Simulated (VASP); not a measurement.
Write the native input for VASP 6.6.1 that does the following.

| Item | Value |
| --- | --- |
| Task | relaxation of cell and atoms |
| Functional | PBEsol |
| Potentials or basis | VASP PAW PBE potentials, release 64 (Bi_d) |
| Cutoff | 520 eV |
| k mesh | 16 × 16 × 16 |
| Occupations | gaussian, width 0.1 eV |
| Spin | no spin polarisation |
| Target pressure | 40.8 GPa |
| Further INCAR settings | ALGO = Fast; EDIFF = 1e-07; AMIX = 0.2; IBRION = 2; EDIFFG = -0.002; NSW = 80; ISIF = 3 |
| Target pressure | 40.8 GPa |

The structure of Bi lies in POSCAR:

```
Bi
1.0
   -1.9814305300      1.9814305300      1.9814305300
    1.9814305300     -1.9814305300      1.9814305300
    1.9814305300      1.9814305300     -1.9814305300
Bi
1
Direct
    0.0000000000      0.0000000000      0.0000000000
```

This isn't the form of Bi at room conditions, which is rhombohedral.

One way to write it, as run:

INCAR

```
SYSTEM = Bi
  PREC = Accurate
  ENCUT = 520
  EDIFF = 1E-7
  ISMEAR = 0
  SIGMA = 0.1
  LREAL = .False.
  LASPH = .True.
  NELM = 100
  ALGO = Fast
  ISIF = 3
  LWAVE = .False.
  LCHARG = .False.
  GGA = PS
  IBRION = 2
  NSW = 80
  EDIFFG = -0.002
  AMIX = 0.2
  PSTRESS = 408.0
```

KPOINTS

```
regular mesh
0
Gamma
  16 16 16
  0 0 0
```

Potentials or basis: VASP PAW PBE potentials, release 64 (Bi_d).

Run with:

```bash
$ cat potpaw_PBE.64/Bi_d/POTCAR > POTCAR
$ mpirun -np 1 vasp_std > vasp.out
```

Results of the run:

- Relaxed volume: 21.77 Å³/atom
- Relaxed cell: a = 3.047 Å, b = 3.047 Å, c = 3.047 Å, α = 109.47°, β = 109.47°, γ = 109.47°
- Space group after relaxing (to 0.05 Å): Im-3m (No. 229)
- Energy change on relaxing (the enthalpy is what falls): +766.9 meV/atom
- Ionic steps: 30
- Pressure after relaxing: 40.8 GPa
- Band gap on the k mesh: none (metal or under the smearing width)

Caveat: the cell is relaxed towards a set pressure, so the enthalpy falls and the energy may rise; the volume moved by over 15 % at a fixed basis, so the end points are rough; the PAW data sets were made with another functional, which shifts forces and pressure a little; spin-orbit coupling is left out, which moves the levels of the heavy elements.

It took 11 min on 1 thread of Intel(R) Xeon(R) 6975P-C (Granite Rapids), with other jobs on the host, peak memory 0.23 GiB.
